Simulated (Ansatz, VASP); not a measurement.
## Two plane-wave programs on CuO2

```
CELL_PARAMETERS angstrom
0.00000 2.52304 2.52304
2.52304 0.00000 2.52304
2.52304 2.52304 0.00000
ATOMIC_POSITIONS crystal
Cu 0.00000 0.00000 0.00000
O 0.25000 0.25000 0.25000
O 0.75000 0.75000 0.75000
```

Alike in both runs: task single point; functional PBE; k mesh 14 × 14 × 14; occupations gaussian, width 0.1 eV; collinear spin; Hubbard terms Cu d U = 4.0 eV.

|  | VASP | Ansatz |
| --- | --- | --- |
| version | VASP 6.6.1 | Ansatz 0.2.0 |
| potentials or method | VASP PAW PBE potentials, release 64 (Cu, O) | scalar-relativistic, plane waves, PAW |
| plane-wave cutoff (eV) | 520 | 420 |
| valence electrons in the cell | 23 | 31 |

Ansatz gave:

| Property | Result |
| --- | --- |
| gap on the k mesh at the Fermi level (eV) | none |
| pressure (GPa) | -9.3 |
| net moment per atom (μB) | 0.91 |
| size of the moment on the site where the two differ most (μB) | 1.01 |

Q: Which values does VASP return?

A: gap on the k mesh at the Fermi level (eV): none; pressure (GPa): -11.9; net moment per atom (μB): 0.94; size of the moment on the site where the two differ most (μB): 0.94.

Site moments also hang on the region over which each program counts them. The programs project onto different local orbitals, so the same U acts differently. A gap of «none» marks a metal or a gap that the smearing closes. The two sets of potentials don't hold the same shells in valence. Ansatz warned: «filled_band_counts_differ_across_k_points».

Caveats: a cell with one magnetic atom can't hold antiferromagnetic order, which such compounds often take. The state reached can hang on the start; a lower one may exist.
